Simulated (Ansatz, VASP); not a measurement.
# One calculation of Mg, two programs

```xyz
1
Lattice="12.0000 0.0000 0.0000 0.0000 12.3000 0.0000 0.0000 0.0000 12.6000" Properties=species:S:1:pos:R:3 pbc="T T T"
Mg    6.0000    6.0000    6.0000
```

Alike in both runs: task single point; functional PBE; k mesh 1 × 1 × 1; occupations gaussian, width 0.01 eV; no spin polarisation.

|  | VASP | Ansatz |
| --- | --- | --- |
| version | VASP 6.6.1 | Ansatz 0.2.0 |
| potentials or method | VASP PAW PBE potentials, release 64 (Mg) | scalar-relativistic, plane waves, PAW |
| plane-wave cutoff (eV) | 520 | 420 |
| valence electrons in the cell | 2 | 10 |

|  | VASP | Ansatz | Ansatz less VASP |
| --- | --- | --- | --- |
| gap on the k mesh at the Fermi level (eV) | 3.38 | 3.38 | 0.000 |
| least direct gap on the mesh (eV) | 3.38 | 3.38 | 0.000 |

The two sets of potentials don't hold the same shells in valence. Ansatz warned: «xc_potential_rough_in_thin_density».

A hybrid or GW would open this gap; PBE tends to underestimate it.
